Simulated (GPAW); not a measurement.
# GaSb (F-43m) in GPAW: settings compared

One crystal, GaSb, is run at these levels: C09-vdW, SOGGA, optPBE-vdW, PBE; tasks: equation of state, one-shot levels of the hybrid HSE06, band structure.

All numbers are computed with GPAW 26.7.0; they aren't measurements. Logs are shortened: lines on timing, memory, paths and dates and some standing lists are left out, and cuts for length are marked. The log counts tension as positive stress, the text compression.

**What was measured.**

From a printed reference work, data compilation, for a bulk crystal of GaSb at 4.2 K: band gap 0.811 eV (direct).

The runs below are set against these values where they give the same quantity.

### Step 1. The structure

It takes space group F-43m (No. 216, cubic). The conventional cell has a = 6.118 Å, b = 6.118 Å, c = 6.118 Å, α = 90.00°, β = 90.00°, γ = 90.00°. Sb (site symmetry -43m) has 4 Ga at 2.65 Å as nearest neighbours. Ga (site symmetry -43m) is surrounded by 4 Sb at 2.65 Å.

### Step 2. Equation of state, C09-vdW

run.py

```python
from ase import Atoms
from ase.eos import EquationOfState
from ase.io import Trajectory
from ase.units import GPa
from gpaw import GPAW, PW

atoms = Atoms(['Sb', 'Ga'],
              cell=[[0.0, 3.059, 3.059],
                    [3.059, 0.0, 3.059],
                    [3.059, 3.059, 0.0]],
              scaled_positions=[[0.75, 0.75, 0.75],
                                [0.0, 0.0, 0.0]],
              pbc=True)

traj = Trajectory('eos.traj', 'w')
volumes, energies = [], []
for x in [0.94, 0.96, 0.98, 1.0, 1.02, 1.04, 1.06]:
    a = atoms.copy()
    a.set_cell(atoms.cell * x**(1 / 3), scale_atoms=True)
    calc = GPAW(mode=PW(600),
                xc={'name': 'C09-vdW', 'backend': 'libvdwxc'},
                kpts={'size': (6, 6, 6), 'gamma': True},
                occupations={'name': 'fermi-dirac', 'width': 0.05},
                nbands=18,
                convergence={'density': 1e-05, 'energy': 1e-05},
                maxiter=150,
                txt=f'eos-{x:.2f}.txt')
    a.calc = calc
    energies.append(a.get_potential_energy(force_consistent=True))
    volumes.append(a.get_volume())
    calc.write(f'eos-{x:.2f}.gpw')
    traj.write(a)
    print(f'{x:.2f} {volumes[-1]:10.4f} A^3 {energies[-1]:14.6f} eV', flush=True)

v0, e0, B = EquationOfState(volumes, energies, eos='birchmurnaghan').fit()
print(f'V0 = {v0:.4f} A^3, E0 = {e0:.6f} eV, B0 = {B / GPa:.2f} GPa')
```

Potentials or basis: GPAW PAW data sets (gpaw-data 1.2.1), pw.

Started as:

```
$ OMP_NUM_THREADS=1 python run.py
```

The program printed:

```text
__  _  _
 | _ |_)|_||  |
 |__||  | ||/\| - 26.7.0

Input parameters:
  mode=PW(ecut=600.0),
  convergence={'density': 1e-05, 'energy': 1e-05},
  kpts=MonkhorstPack(size=(6, 6, 6), gamma=True),
  maxiter=150,
  nbands=18,
  occupations=Occupations(name='fermi-dirac', width=0.05),
  xc=XC(name='C09-vdW', backend='libvdwxc')

Diagonalizing LCAO Hamiltonian
Converting LCAO to pw mode

                     Sb

       Ga

Atoms  # Å, Bohr magnetons
|   | symbol |        x |        y |        z |    initial magnetic moments |
|---|--------|----------|----------|----------|-----------------------------|
| 0 |     Sb | 4.526486 | 4.526486 | 4.526486 | ( 0.0000,  0.0000,  0.0000) |
| 1 |     Ga | 0.000000 | 0.000000 | 0.000000 | ( 0.0000,  0.0000,  0.0000) |

Unit cell  # Å
| periodic |        x |        y |        z |  lengths |    angles |
|----------|----------|----------|----------|----------|-----------|
|      yes | 0.000000 | 3.017657 | 3.017657 | 4.267612 | 60.000000 |
|      yes | 3.017657 | 0.000000 | 3.017657 | 4.267612 | 60.000000 |
|      yes | 3.017657 | 3.017657 | 0.000000 | 4.267612 | 60.000000 |

Number of symmetries: 24
Symmetry operations  # r_c * U_cc + t_c -> r_c
|    | kind |            matrix            |
|----|------|------------------------------|
|  0 |  E   |  1, 0, 0,  0, 1, 0,  0, 0, 1 |
|  1 |  σ   |  1, 0, 0,  0, 0, 1,  0, 1, 0 |
|  2 |  σ   |  1, 0,-1,  0, 1,-1,  0, 0,-1 |
|  3 |  C3  |  1, 0,-1,  0, 0,-1,  0, 1,-1 |
|  4 |  C3  |  1,-1, 0,  0,-1, 1,  0,-1, 0 |
|  5 |  σ   |  1,-1, 0,  0,-1, 0,  0,-1, 1 |
|  6 |  σ   |  0, 1, 0,  1, 0, 0,  0, 0, 1 |
|  7 |  C3  |  0, 1, 0,  0, 0, 1,  1, 0, 0 |
|  8 |  C2  |  0, 1,-1,  1, 0,-1,  0, 0,-1 |
|  9 |  S4  |  0, 1,-1,  0, 0,-1,  1, 0,-1 |
| 10 |  C3  |  0, 0, 1,  1, 0, 0,  0, 1, 0 |
| 11 |  σ   |  0, 0, 1,  0, 1, 0,  1, 0, 0 |
| 12 |  S4  |  0, 0,-1,  1, 0,-1,  0, 1,-1 |
| 13 |  C3  |  0, 0,-1,  0, 1,-1,  1, 0,-1 |
| 14 |  S4  |  0,-1, 1,  1,-1, 0,  0,-1, 0 |
| 15 |  C2  |  0,-1, 1,  0,-1, 0,  1,-1, 0 |
| 16 |  C3  |  0,-1, 0,  1,-1, 0,  0,-1, 1 |
| 17 |  S4  |  0,-1, 0,  0,-1, 1,  1,-1, 0 |
| 18 |  S4  | -1, 1, 0, -1, 0, 1, -1, 0, 0 |
| 19 |  C3  | -1, 1, 0, -1, 0, 0, -1, 0, 1 |
| 20 |  C3  | -1, 0, 1, -1, 1, 0, -1, 0, 0 |
| 21 |  S4  | -1, 0, 1, -1, 0, 0, -1, 1, 0 |
| 22 |  σ   | -1, 0, 0, -1, 1, 0, -1, 0, 1 |
| 23 |  C2  | -1, 0, 0, -1, 0, 1, -1, 1, 0 |

BZ-sampling:
  Number of BZ points: 216
  Number of IBZ points: 16

  Monkhorst-Pack size: [6, 6, 6]
  Monkhorst-Pack shift: [0.08333333333333333, 0.08333333333333333, 0.08333333333333333]

K-points  # in reciprocal-cell coordinates
|     |                                coordinates |     weight |
|-----|--------------------------------------------|------------|
|   0 | (  0.00000000,   0.00000000,   0.00000000) | 0.00462963 |
|   1 | (  0.16666667,   0.16666667,   0.00000000) | 0.02777778 |
|   2 | (  0.16666667,   0.16666667,   0.16666667) | 0.03703704 |
|   3 | (  0.33333333,   0.16666667,   0.16666667) | 0.05555556 |
|   4 | (  0.33333333,   0.33333333,  -0.33333333) | 0.05555556 |
|   5 | (  0.33333333,   0.33333333,   0.00000000) | 0.02777778 |
|   6 | (  0.33333333,   0.33333333,   0.16666667) | 0.11111111 |
|   7 | (  0.33333333,   0.33333333,   0.33333333) | 0.03703704 |
|   8 | (  0.50000000,   0.33333333,  -0.33333333) | 0.11111111 |
|   9 | (  0.50000000,   0.33333333,  -0.16666667) | 0.05555556 |
| ... |                                            |            |
|  15 | (  0.50000000,   0.50000000,   0.50000000) | 0.01851852 |

Plane wave coefficients: 1853
Cutoff: 600.0 eV

Spin-components: 1 (collinear spins)
Bands:           18
Projectors:      11
Spin-degeneracy: 2
Datatype:        complex128

Parallelization:
  kpt:    1
  domain: 1
  band:   1

Density:
  Valence electrons: 18.0
  Components: 1
  Grid points: [25 25 25]
  Charge: 0.0  # |e|

Potential:
  Grid points: [25 25 25]

species:
  Sb:
    name:    Antimony
    Z:       51.0
    valence: 15
    core:    36
    charge:  0.0  # [|e|]
    compensation charges:
      type: gauss
      rc: 0.36  # [Å]
      lmax: 2
    cutoffs:
      filter: 2.23  # [Å]
      core: 2.23  # [Å]
    projectors
    | kind |    occ | energy [eV] | rcut [Å] |
    |------|--------|-------------|----------|
    |   5s |  2.000 |     -12.815 |    1.154 |
    |   5p |  3.000 |      -4.830 |    1.233 |
    |   4d | 10.000 |     -33.514 |    1.196 |
    |    s |        |      14.396 |    1.154 |
    |    p |        |      22.381 |    1.233 |
    |    d |        |      -6.303 |    1.196 |

    Using partial waves for Sb as LCAO basis

  Ga:
    name:    Gallium
    Z:       31.0
    valence: 3
    core:    28
    charge:  0.0  # [|e|]
    compensation charges:
      type: gauss
      rc: 0.37  # [Å]
      lmax: 2
    cutoffs:
      filter: 2.06  # [Å]
      core: 4.17  # [Å]
    projectors
    | kind |    occ | energy [eV] | rcut [Å] |
    |------|--------|-------------|----------|
    |   4s |  2.000 |      -8.945 |    1.164 |
    |   4p |  1.000 |      -2.580 |    1.164 |
    |    s |        |      18.266 |    1.164 |
    |    p |        |      24.631 |    1.164 |
    |    d |        |       0.000 |    1.164 |

    Using partial waves for Ga as LCAO basis

Reference energy: -229166.229777  # eV

eigensolver:
  PPCG
  Converge bands: occupied
  niter=2

density mixing:
  MSR1-Mixer
  Pratt-step length: 0.05
  Maximum mixing coefficient: 0.75
  Old densities: 10
  SVD Regularization: 0.005
  Good broyden scale: 1.0
  Trust region scale: 1.0
  Backstep threshold: 4.0
  History deletion threshold: 6.0
  Fourier metric: weight=20.0, sigma=0.015

occupation numbers:
  Fermi-Dirac:
    width: 0.0500  # eV

poisson solver:
  ecut: 4800.0  # eV

xc functional:
  name: vdW-C09 with libvdwxc
  Mode: serial
  Semilocal: GGA_X_C09X+LDA_C_PW with 2 nearest neighbor stencil
  Corresponding non-local functional: vdW-DF
  Local blocksize: 50 x 50 x 50
  PAW datasets: PBE

convergence criteria:
[... 6 lines left out ...]
|iter     | |      energy | eigst |  dens |
|---------|-|-------------|-------|-------|
|iter:   1| |   74.326500 | +0.23 |       |
|iter:   2| |   74.324499 | -2.00 | -1.29 |
|iter:   3| |   74.351372 | -2.41 | -1.31 |
|iter:   4| |   74.350939 | -3.15 | -1.88 |
|iter:   5| |   74.350755 | -4.56 | -2.67 |
|iter:   6| |   74.350734 | -5.41 | -3.22 |
|iter:   7| |   74.350733c| -6.78 | -4.13 |
|iter:   8| |   74.350733c| -7.79c| -4.59 |
|iter:   9| |   74.350733c| -8.45c| -5.31c|

Converged in 9 steps
Energy contributions relative to reference atoms: (reference = -229166.229777)

Energy contributions:
  Kinetic:          15.154849
  Coulomb:         -12.796467
  Zero:              0.022856
  External:          0.000000
  Xc:               71.969625
  Entropy:          -0.000260
  Spinorbit:         0.000000
  ----------------------------
  Free energy:      74.350603
  Extrapolated:     74.350733

dipole moment: (-10.727638, -10.727638, -10.727638)  # |e|*Ang

Fermi level: 5.426
Eigenvalues  # (at kpt = [0.000, 0.000, 0.000])
| band index |      eig [eV] | occ [0-2] |
|------------|---------------|-----------|
|          0 |       -23.747 |     2.000 |
|          1 |       -23.747 |     2.000 |
|          2 |       -23.747 |     2.000 |
|          3 |       -23.726 |     2.000 |
|          4 |       -23.726 |     2.000 |
|          5 |        -6.524 |     2.000 |
[... 10 lines left out ...]
|         16 |        14.682 |     0.000 |
|         17 |        14.682 |     0.000 |

Gap: 0.355 eV
Transition (v -> c):
  (s=0, k=0, n=8, [0.00, 0.00, 0.00]) -> (s=0, k=0, n=9, [0.00, 0.00, 0.00])
No difference between direct/indirect transitions
# Writing to eos-0.96.gpw (mode='')
```

Wall time 2.1 min (1 thread of AMD EPYC, shared host); peak memory 0.35 GiB.

Results:

| Property | Result |
| --- | --- |
| Equilibrium volume | 29.00 Å³/atom |
| Bulk modulus | 49 GPa |
| Pressure derivative of the bulk modulus | 4.8 (rough: it moves with the points fitted) |

Energy against volume, from the lowest point:
```tsv
volume (Å³/atom)	energy (meV/atom)
26.907	26.59
27.480	13.27
28.052	4.89
28.625	0.71
29.197	0.00
29.770	2.70
30.342	8.55
```

Caveat: the PAW data sets were made with another functional, which shifts forces and pressure a little. The run has no spin-orbit coupling, so splittings on Sb are missing.

### Step 3. Equation of state, SOGGA

run.py: that of step 2 with these lines changed.

```diff
@@ -4,3 +4,5 @@
 from ase.units import GPa
-from gpaw import GPAW, PW
+from gpaw import GPAW, PW, setup_paths
+
+setup_paths.insert(0, '.')
 
@@ -20,3 +22,3 @@
     calc = GPAW(mode=PW(600),
-                xc={'name': 'C09-vdW', 'backend': 'libvdwxc'},
+                xc='GGA_X_SOGGA+GGA_C_PBE_SOL',
                 kpts={'size': (6, 6, 6), 'gamma': True},
@@ -30,5 +32,6 @@
     volumes.append(a.get_volume())
+    p = -a.get_stress()[:3].mean() / GPa
     calc.write(f'eos-{x:.2f}.gpw')
     traj.write(a)
-    print(f'{x:.2f} {volumes[-1]:10.4f} A^3 {energies[-1]:14.6f} eV', flush=True)
+    print(f'{x:.2f} {volumes[-1]:10.4f} A^3 {energies[-1]:14.6f} eV {p:9.3f} GPa', flush=True)
```

Potentials or basis: PAW data sets generated in the run's folder for this functional, pw.

Started as:

```
$ gpaw-setup -f GGA_X_SOGGA+GGA_C_PBE_SOL Ga Sb
$ OMP_NUM_THREADS=1 python run.py
```

The program printed:

```text
__  _  _
 | _ |_)|_||  |
 |__||  | ||/\| - 26.7.0

Input parameters:
  mode=PW(ecut=600.0),
  convergence={'density': 1e-05, 'energy': 1e-05},
  kpts=MonkhorstPack(size=(6, 6, 6), gamma=True),
  maxiter=150,
  nbands=18,
  occupations=Occupations(name='fermi-dirac', width=0.05),
  xc=XC(name='GGA_X_SOGGA+GGA_C_PBE_SOL')

Diagonalizing LCAO Hamiltonian
Converting LCAO to pw mode

                     Sb

       Ga

Atoms  # Å, Bohr magnetons
|   | symbol |        x |        y |        z |    initial magnetic moments |
|---|--------|----------|----------|----------|-----------------------------|
| 0 |     Sb | 4.526486 | 4.526486 | 4.526486 | ( 0.0000,  0.0000,  0.0000) |
| 1 |     Ga | 0.000000 | 0.000000 | 0.000000 | ( 0.0000,  0.0000,  0.0000) |

Unit cell  # Å
| periodic |        x |        y |        z |  lengths |    angles |
|----------|----------|----------|----------|----------|-----------|
[... 170 lines left out ...]
|iter:   4| |   -8.487456 | -3.23 | -1.87 |
|iter:   5| |   -8.487790 | -4.30 | -2.63 |
|iter:   6| |   -8.487869 | -5.15 | -3.06 |
|iter:   7| |   -8.487870c| -6.66 | -4.13 |
|iter:   8| |   -8.487870c| -7.62c| -4.62 |
|iter:   9| |   -8.487870c| -8.46c| -5.30c|

Converged in 9 steps
Energy contributions relative to reference atoms: (reference = -229048.271642)

Energy contributions:
  Kinetic:          14.534885
  Coulomb:         -12.513452
  Zero:              0.176680
  External:          0.000000
  Xc:              -10.685833
  Entropy:          -0.000301
  Spinorbit:         0.000000
  ----------------------------
  Free energy:      -8.488021
  Extrapolated:     -8.487870

dipole moment: (-10.764578, -10.764578, -10.764578)  # |e|*Ang

Fermi level: 5.348
Eigenvalues  # (at kpt = [0.000, 0.000, 0.000])
| band index |      eig [eV] | occ [0-2] |
|------------|---------------|-----------|
|          0 |       -23.580 |     2.000 |
|          1 |       -23.580 |     2.000 |
|          2 |       -23.580 |     2.000 |
|          3 |       -23.560 |     2.000 |
|          4 |       -23.560 |     2.000 |
|          5 |        -6.600 |     2.000 |
[... 10 lines left out ...]
|         16 |        14.637 |     0.000 |
|         17 |        14.637 |     0.000 |

Gap: 0.328 eV
Transition (v -> c):
  (s=0, k=0, n=8, [0.00, 0.00, 0.00]) -> (s=0, k=0, n=9, [0.00, 0.00, 0.00])
No difference between direct/indirect transitions

Stress tensor  # eV/Ang^3
|         x |         y |         z |
|-----------|-----------|-----------|
| -0.012888 | -0.000000 | -0.000000 |
| -0.000000 | -0.012888 | -0.000000 |
| -0.000000 | -0.000000 | -0.012888 |

# Writing to eos-0.96.gpw (mode='')
```

Wall time 1.9 min (1 thread of AMD EPYC, shared host); peak memory 0.26 GiB.

Results:

| Item | Value |
| --- | --- |
| Equilibrium volume | 28.53 Å³/atom |
| Bulk modulus | 51 GPa |
| Pressure derivative of the bulk modulus | 4.6 (rough: it moves with the points fitted) |

Energy against volume, from the lowest point:
| volume (Å³/atom) | energy (meV/atom) |
| --- | --- |
| 26.907 | 16.32 |
| 27.480 | 6.45 |
| 28.052 | 1.22 |
| 28.625 | 0.00 |
| 29.197 | 2.27 |
| 29.770 | 7.80 |
| 30.342 | 16.30 |

(Continued in part 2 of 3.)
